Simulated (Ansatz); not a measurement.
## Hg: computed properties

Computed with DFT PBEsol, scalar-relativistic, plane waves, PAW (Ansatz 0.2.0).

Cutoff 420 eV; k points 6×4×6 on the computed 6-atom cell (Γ-centred); Gaussian smearing, width 0.02 eV; no spin polarisation.

The structure is relaxed at this level of theory with its symmetry kept. This form isn't the element's structure at ambient conditions.

The structure is monoclinic, space group C2/m (No. 12). The conventional cell has a = 3.243 Å, b = 5.492 Å, c = 2.940 Å, α = 90.00°, β = 115.30°, γ = 90.00°. Hg (site symmetry 2/m) is surrounded by 10 Hg at 2.94 to 3.32 Å.

```
Volume per atom                                                                       : 23.67 Å³
Formation energy from the elements' standard states (Br, Hg as crystals; uncorrected) : -0.007 eV/atom
Kohn–Sham band gap                                                                    : none (metal)
Density of states at the Fermi level                                                  : 1.53 states/eV per cell
Bader charges (e)                                                                     : Hg (6 in the cell) 0.00
```

Spin-orbit coupling is left out, which matters for the bands of heavy elements. The smearing is narrow for a metal on this mesh.

Cost: 1 run of about 2.9 core-minutes, on Arm Neoverse V1 (shared hosts).